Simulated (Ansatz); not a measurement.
# KCl: stable or not

The cell was found from a structure generator's guess, not taken from experiment.

Computed with DFT PBE, scalar-relativistic, plane waves, PAW in Ansatz 0.2.0. Cutoff 420 eV, Γ-centred 6×6×6 mesh (2-atom cell), Gaussian smearing of 0.02 eV, no spin polarisation.

```cif
data_structure
_symmetry_space_group_name_H-M 'F-43m'
_symmetry_Int_Tables_number 216
_cell_length_a 7.0698
_cell_length_b 7.0698
_cell_length_c 7.0698
_cell_angle_alpha 90.000
_cell_angle_beta 90.000
_cell_angle_gamma 90.000
_cell_volume 353.37
loop_
_atom_site_label
_atom_site_type_symbol
_atom_site_symmetry_multiplicity
_atom_site_Wyckoff_symbol
_atom_site_fract_x
_atom_site_fract_y
_atom_site_fract_z
_atom_site_occupancy
K1 K 4 c 0.25000 0.25000 0.25000 1
Cl1 Cl 4 b 0.50000 0.00000 0.00000 1
```

Formation energies are uncorrected and refer to the elements' standard structures at the same level (Cl₂ as a molecule).

Problem. These tests were run: energy against the elements; random kick, then relaxation without symmetry; phonons on a 2×2×2 q mesh; elastic tensor. What do they show?

Solution.

```csv
test,result
energy against the elements,−1.904 eV/atom
"random kick, then relaxation without symmetry",returns
phonons on a 2×2×2 q mesh,no imaginary mode on the mesh
elastic tensor,least eigenvalue 1 GPa
```

It fails none of these tests. Whether a mixture of other phases lies lower isn't tested here.

The kick test ran on a coarse mesh. The run for the phonons used a 6×6×6 k mesh. The run for the elastic tensor used a 6×6×6 k mesh.
